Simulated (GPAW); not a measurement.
# CoO (I4/mmm) in GPAW: a series of runs

Runs on CoO. Level: PBE. Tasks: relaxation of cell and atoms.

Program: GPAW 26.7.0. These are calculated values, not measurements. Logs are shortened: lines on timing, memory, paths and dates and some standing lists are left out, and cuts for length are marked. The log counts tension as positive stress, the text compression.

### 1 The structure

It takes space group I4/mmm (No. 139, tetragonal). The conventional cell has a = 3.016 Å, b = 3.016 Å, c = 4.215 Å, α = 90.00°, β = 90.00°, γ = 90.00°. Co (site symmetry 4/mmm) has 6 O at 2.11 to 2.13 Å as nearest neighbours. Around O (site symmetry 4/mmm) lie 6 Co at 2.11 to 2.13 Å.

### 2 Relaxation of cell and atoms, PBE, collinear spin, ferromagnetic start, target pressure 5 GPa, at which the enthalpy is minimised

run.py

```python
from ase import Atoms
from ase.filters import FrechetCellFilter
from ase.io import write
from ase.optimize import BFGS
from ase.units import GPa
from gpaw import GPAW, PW

atoms = Atoms(['Co', 'O'],
              cell=[[-1.50800044, 1.50800044, 2.10725036],
                    [1.50800044, -1.50800044, 2.10725036],
                    [1.50800044, 1.50800044, -2.10725036]],
              scaled_positions=[[0.0, 0.0, 0.0],
                                [0.5, 0.5, 0.0]],
              pbc=True)
atoms.set_initial_magnetic_moments([2.0, 0.0])

calc = GPAW(mode=PW(800),
            xc='PBE',
            kpts={'size': (9, 9, 9), 'gamma': True},
            occupations={'name': 'fermi-dirac', 'width': 0.05},
            nbands=17,
            convergence={'density': 1e-05, 'forces': 0.0001},
            maxiter=150,
            txt='gpaw.txt')
atoms.calc = calc
opt = BFGS(FrechetCellFilter(atoms, scalar_pressure=5 * GPa), trajectory='relax.traj', logfile='-')
done = opt.run(fmax=0.02, steps=60)
calc.write('gs.gpw')
write('result.traj', atoms)
print('Converged:', done)
print('Cell:', atoms.cell.cellpar().round(4))
print('Volume:', round(atoms.get_volume(), 4))
print(atoms.get_scaled_positions().round(5))
```

Potentials or basis: GPAW PAW data sets (gpaw-data 1.2.1), pw.

Run with:

```
$ OMP_NUM_THREADS=1 python run.py
```

gpaw.txt:

```text
__  _  _
 | _ |_)|_||  |
 |__||  | ||/\| - 26.7.0

Input parameters:
  mode=PW(ecut=800.0),
  convergence={'density': 1e-05, 'forces': 0.0001},
  kpts=MonkhorstPack(size=(9, 9, 9), gamma=True),
  maxiter=150,
  nbands=17,
  occupations=Occupations(name='fermi-dirac', width=0.05),
  xc=XC(name='PBE')

Diagonalizing LCAO Hamiltonian
Converting LCAO to pw mode

       O

       Co

Atoms  # Å, Bohr magnetons
|   | symbol |        x |        y |        z |    initial magnetic moments |
|---|--------|----------|----------|----------|-----------------------------|
| 0 |     Co | 0.000000 | 0.000000 | 0.000000 | ( 0.0000,  0.0000,  2.0000) |
| 1 |      O | 0.000000 | 0.000000 | 2.107250 | ( 0.0000,  0.0000,  0.0000) |

Unit cell  # Å
| periodic |         x |         y |         z |  lengths |     angles |
|----------|-----------|-----------|-----------|----------|------------|
|      yes | -1.508000 |  1.508000 |  2.107250 | 2.998105 | 119.604700 |
|      yes |  1.508000 | -1.508000 |  2.107250 | 2.998105 | 119.604700 |
|      yes |  1.508000 |  1.508000 | -2.107250 | 2.998105 |  90.686055 |

Number of symmetries: 16
Symmetry operations  # r_c * U_cc + t_c -> r_c
|    | kind |            matrix            |
|----|------|------------------------------|
|  0 |  σ   |  1, 1, 1,  0, 0,-1,  0,-1, 0 |
|  1 |  C4  |  1, 1, 1,  0, 0,-1, -1, 0, 0 |
|  2 |  E   |  1, 0, 0,  0, 1, 0,  0, 0, 1 |
|  3 |  σ   |  1, 0, 0,  0, 1, 0, -1,-1,-1 |
|  4 |  σ   |  0, 1, 0,  1, 0, 0,  0, 0, 1 |
|  5 |  C2  |  0, 1, 0,  1, 0, 0, -1,-1,-1 |
|  6 |  C2  |  0, 0, 1, -1,-1,-1,  1, 0, 0 |
|  7 |  S4  |  0, 0, 1, -1,-1,-1,  0, 1, 0 |
|  8 |  C4  |  0, 0,-1,  1, 1, 1,  0,-1, 0 |
|  9 |  σ   |  0, 0,-1,  1, 1, 1, -1, 0, 0 |
| 10 |  σ   |  0,-1, 0, -1, 0, 0,  1, 1, 1 |
| 11 |  C2  |  0,-1, 0, -1, 0, 0,  0, 0,-1 |
| 12 |  C2  | -1, 0, 0,  0,-1, 0,  1, 1, 1 |
| 13 |  i   | -1, 0, 0,  0,-1, 0,  0, 0,-1 |
| 14 |  S4  | -1,-1,-1,  0, 0, 1,  1, 0, 0 |
| 15 |  C2  | -1,-1,-1,  0, 0, 1,  0, 1, 0 |
[... 200 lines left out ...]
No gap
No difference between direct/indirect transitions

Stress tensor  # eV/Ang^3
|         x |         y |         z |
|-----------|-----------|-----------|
| -0.001343 |  0.000000 |  0.000000 |
|  0.000000 | -0.001343 |  0.000000 |
|  0.000000 |  0.000000 | -0.002561 |

Forces  # eV/Ang
|       x |       y |       z |
|---------|---------|---------|
| 0.00000 | 0.00000 | 0.00000 |  # Co   0
| 0.00000 | 0.00000 | 0.00000 |  # O    1

Interpolating wave functions to new cell

       O

       Co

Atoms  # Å, Bohr magnetons
|   | symbol |        x |        y |        z |    initial magnetic moments |
|---|--------|----------|----------|----------|-----------------------------|
| 0 |     Co | 0.000000 | 0.000000 | 0.000000 | ( 0.0000,  0.0000,  2.4975) |
| 1 |      O | 0.000000 | 0.000000 | 2.103122 | ( 0.0000,  0.0000,  0.2250) |

Unit cell  # Å
| periodic |         x |         y |         z |  lengths |     angles |
|----------|-----------|-----------|-----------|----------|------------|
|      yes | -1.504921 |  1.504921 |  2.103122 | 2.992105 | 119.607446 |
|      yes |  1.504921 | -1.504921 |  2.103122 | 2.992105 | 119.607446 |
|      yes |  1.504921 |  1.504921 | -2.103122 | 2.992105 |  90.681279 |

Number of symmetries: 16
Symmetry operations  # r_c * U_cc + t_c -> r_c
|    | kind |            matrix            |
|----|------|------------------------------|
|  0 |  σ   |  1, 1, 1,  0, 0,-1,  0,-1, 0 |
|  1 |  C4  |  1, 1, 1,  0, 0,-1, -1, 0, 0 |
|  2 |  E   |  1, 0, 0,  0, 1, 0,  0, 0, 1 |
|  3 |  σ   |  1, 0, 0,  0, 1, 0, -1,-1,-1 |
|  4 |  σ   |  0, 1, 0,  1, 0, 0,  0, 0, 1 |
|  5 |  C2  |  0, 1, 0,  1, 0, 0, -1,-1,-1 |
|  6 |  C2  |  0, 0, 1, -1,-1,-1,  1, 0, 0 |
|  7 |  S4  |  0, 0, 1, -1,-1,-1,  0, 1, 0 |
|  8 |  C4  |  0, 0,-1,  1, 1, 1,  0,-1, 0 |
|  9 |  σ   |  0, 0,-1,  1, 1, 1, -1, 0, 0 |
| 10 |  σ   |  0,-1, 0, -1, 0, 0,  1, 1, 1 |
| 11 |  C2  |  0,-1, 0, -1, 0, 0,  0, 0,-1 |
| 12 |  C2  | -1, 0, 0,  0,-1, 0,  1, 1, 1 |
| 13 |  i   | -1, 0, 0,  0,-1, 0,  0, 0,-1 |
| 14 |  S4  | -1,-1,-1,  0, 0, 1,  1, 0, 0 |
| 15 |  C2  | -1,-1,-1,  0, 0, 1,  0, 1, 0 |
[... 197 lines left out ...]
No gap
No difference between direct/indirect transitions

Stress tensor  # eV/Ang^3
|         x |         y |         z |
|-----------|-----------|-----------|
| -0.007472 |  0.000000 | -0.000000 |
|  0.000000 | -0.007472 |  0.000000 |
| -0.000000 |  0.000000 | -0.009075 |

Forces  # eV/Ang
|       x |        y |        z |
|---------|----------|----------|
| 0.00000 | -0.00000 | -0.00000 |  # Co   0
| 0.00000 |  0.00000 | -0.00000 |  # O    1

Interpolating wave functions to new cell

       O

       Co

Atoms  # Å, Bohr magnetons
|   | symbol |        x |         y |         z |    initial magnetic moments |
|---|--------|----------|-----------|-----------|-----------------------------|
| 0 |     Co | 0.000000 | -0.000000 | -0.000000 | ( 0.0000,  0.0000,  2.4838) |
| 1 |      O | 0.000000 |  0.000000 |  2.088566 | ( 0.0000,  0.0000,  0.2216) |

Unit cell  # Å
| periodic |         x |         y |         z |  lengths |     angles |
|----------|-----------|-----------|-----------|----------|------------|
|      yes | -1.493753 |  1.493753 |  2.088566 | 2.970640 | 119.624015 |
|      yes |  1.493753 | -1.493753 |  2.088566 | 2.970640 | 119.624015 |
|      yes |  1.493753 |  1.493753 | -2.088566 | 2.970640 |  90.652468 |
[... 218 lines left out ...]
No gap
No difference between direct/indirect transitions

Stress tensor  # eV/Ang^3
|         x |         y |         z |
|-----------|-----------|-----------|
| -0.030822 |  0.000000 |  0.000000 |
|  0.000000 | -0.030822 |  0.000000 |
|  0.000000 |  0.000000 | -0.034726 |

Forces  # eV/Ang
|       x |        y |       z |
|---------|----------|---------|
| 0.00000 |  0.00000 | 0.00000 |  # Co   0
| 0.00000 | -0.00000 | 0.00000 |  # O    1

Interpolating wave functions to new cell

       O

       Co

Atoms  # Å, Bohr magnetons
|   | symbol |        x |         y |         z |    initial magnetic moments |
|---|--------|----------|-----------|-----------|-----------------------------|
| 0 |     Co | 0.000000 | -0.000000 | -0.000000 | ( 0.0000,  0.0000,  2.4350) |
| 1 |      O | 0.000000 | -0.000000 |  2.089415 | ( 0.0000,  0.0000,  0.2106) |

Unit cell  # Å
| periodic |         x |         y |         z |  lengths |     angles |
|----------|-----------|-----------|-----------|----------|------------|
|      yes | -1.494005 |  1.494005 |  2.089415 | 2.971491 | 119.631846 |
|      yes |  1.494005 | -1.494005 |  2.089415 | 2.971491 | 119.631846 |
|      yes |  1.494005 |  1.494005 | -2.089415 | 2.971491 |  90.638853 |
[... 467 lines left out ...]
No gap
No difference between direct/indirect transitions

Stress tensor  # eV/Ang^3
|         x |         y |         z |
|-----------|-----------|-----------|
| -0.029330 |  0.000000 |  0.000000 |
|  0.000000 | -0.029330 |  0.000000 |
|  0.000000 |  0.000000 | -0.032789 |

Forces  # eV/Ang
|       x |       y |       z |
|---------|---------|---------|
| 0.00000 | 0.00000 | 0.00000 |  # Co   0
| 0.00000 | 0.00000 | 0.00000 |  # O    1

# Writing to gs.gpw (mode='')
```

Wall time 5.7 min (1 thread of Arm Neoverse N1, shared host); peak memory 0.34 GiB.

Results:

```yaml
Free_energy: -14.4733 eV
Relaxed_volume: 9.33 Å³/atom
Relaxed_cell: a = 2.972 Å, b = 2.972 Å, c = 2.972 Å, α = 119.65°, β = 119.65°, γ = 90.60°
Space_group_after_relaxing_to_0.05_Å: I4/mmm (No. 139)
Energy_change_on_relaxing_the_enthalpy_is_what_falls: +4.3 meV/atom
Ionic_steps: 5
Pressure_after_relaxing: 4.9 GPa
Band_gap_on_the_k_mesh: none (metal or under the smearing width)
Net_moment: 2.80 μB per cell
Site_moments: Co +2.44; O +0.21 μB
```

The path:
```
step  energy change (eV)  largest force (eV/Å)  pressure (GPa)  volume (Å³)
   1              0.0000                0.0000            0.28        19.17
   2              0.0008                0.0000            1.28        19.05
   3              0.0095                0.0000            5.15        18.64
   4              0.0090                0.0000            5.00        18.65
   5              0.0087                0.0000            4.88        18.67
```

Final structure:
```
CELL_PARAMETERS angstrom
-1.49396 1.49396 2.09077
1.49396 -1.49396 2.09077
1.49396 1.49396 -2.09077
ATOMIC_POSITIONS crystal
Co 0.00000 0.00000 0.00000
O 0.50000 0.50000 0.00000
```

Levels at points of the mesh, in eV from the Fermi level:
Spin up:
```csv
k point,band 6,band 7,band 8,band 9,band 10,band 11,band 12,band 13
"(0.00, 0.00, 0.00)",-3.26,-3.13,-3.13,-3.03,1.03,16.88,18.22,18.22
```
Spin down:
```
           k point  band 3  band 4  band 5  band 6  band 7  band 8  band 9  band 10
(0.00, 0.00, 0.00)   -2.88   -2.88   -1.21   -1.21   -1.17   -0.01    0.02     1.55
```

Caveat: each step starts from the last one's moments, so a moment once lost doesn't come back; later steps reuse the first step's grids; a cell with one magnetic atom can't hold antiferromagnetic order, which such compounds often take; semilocal functionals often make such compounds metallic where correlation or magnetic order opens a gap, which also shifts bond lengths.

### 3 Relaxation of cell and atoms, PBE, collinear spin, ferromagnetic start, target pressure 10 GPa, at which the enthalpy is minimised

run.py

```python
from ase.filters import FrechetCellFilter
from ase.io import read, write
from ase.optimize import BFGS
from ase.units import GPa
from gpaw import GPAW, PW

atoms = read('CoO.xyz')
atoms.set_initial_magnetic_moments([2.0, 0.0])

calc = GPAW(mode=PW(800),
            xc='PBE',
            kpts={'size': (9, 9, 9), 'gamma': True},
            occupations={'name': 'fermi-dirac', 'width': 0.05},
            nbands=17,
            convergence={'density': 1e-05, 'forces': 0.0001},
            maxiter=150,
            txt='gpaw.txt')
atoms.calc = calc
opt = BFGS(FrechetCellFilter(atoms, scalar_pressure=10 * GPa), trajectory='relax.traj', logfile='-')
done = opt.run(fmax=0.02, steps=60)
calc.write('gs.gpw')
write('result.traj', atoms)
print('Converged:', done)
print('Cell:', atoms.cell.cellpar().round(4))
print('Volume:', round(atoms.get_volume(), 4))
print(atoms.get_scaled_positions().round(5))
```

CoO.xyz

```xyz
2
Lattice="-1.5080004400 1.5080004400 2.1072503600 1.5080004400 -1.5080004400 2.1072503600 1.5080004400 1.5080004400 -2.1072503600" Properties=species:S:1:pos:R:3 pbc="T T T"
Co     0.0000000000      0.0000000000      0.0000000000
O      0.0000000000      0.0000000000      2.1072503600
```

Potentials or basis: GPAW PAW data sets (gpaw-data 1.2.1), pw.

Run with:

```
$ OMP_NUM_THREADS=1 python run.py
```

Wall time 6.8 min (1 thread of Arm Neoverse N1, shared host); peak memory 0.33 GiB.

The run converged. Its results:

| Quantity | Value |
| --- | --- |
| Free energy | -14.4507 eV |
| Relaxed volume | 9.10 Å³/atom |
| Relaxed cell | a = 2.953 Å, b = 2.953 Å, c = 2.953 Å, α = 120.04°, β = 120.04°, γ = 89.94° |
| Space group after relaxing (to 0.05 Å) | Fm-3m (No. 225) |
| Energy change on relaxing (the enthalpy is what falls) | +15.2 meV/atom |
| Ionic steps | 6 |
| Pressure after relaxing | 10.1 GPa |
| Band gap on the k mesh | none (metal or under the smearing width) |
| Net moment | 2.74 μB per cell |
| Site moments | Co +2.39; O +0.20 μB |

Step by step:
```tsv
step	energy change (eV)	largest force (eV/Å)	pressure (GPa)	volume (Å³)
1	0.0000	0.0000	0.28	19.17
2	0.0024	0.0000	2.37	18.93
3	0.0349	0.0000	10.86	18.13
4	0.0299	0.0000	9.94	18.21
5	0.0299	0.0000	9.93	18.21
6	0.0304	0.0000	10.07	18.19
```

Final structure:
```
Co O
1.0
    -1.47550    1.47550    2.08904
     1.47550   -1.47550    2.08904
     1.47550    1.47550   -2.08904
Co O
1 1
Direct
  0.00000 0.00000 0.00000
  0.50000 0.50000 0.00000
```

Levels at points of the mesh, in eV from the Fermi level:
Spin up:
| k point | band 5 | band 6 | band 7 | band 8 | band 9 | band 10 | band 11 | band 12 | band 13 |
| --- | --- | --- | --- | --- | --- | --- | --- | --- | --- |
| (0.00, 0.00, 0.00) | -3.26 | -3.25 | -3.13 | -3.11 | -3.11 | 1.18 | 16.96 | 18.44 | 18.45 |
Spin down:
| k point | band 4 | band 5 | band 6 | band 7 | band 8 | band 9 |
| --- | --- | --- | --- | --- | --- | --- |
| (0.00, 0.00, 0.00) | -3.03 | -1.26 | -1.26 | -1.26 | -0.04 | -0.04 |

Caveat: each step starts from the last one's moments, so a moment once lost doesn't come back; later steps reuse the first step's grids; a cell with one magnetic atom can't hold antiferromagnetic order, which such compounds often take; semilocal functionals often make such compounds metallic where correlation or magnetic order opens a gap, which also shifts bond lengths.
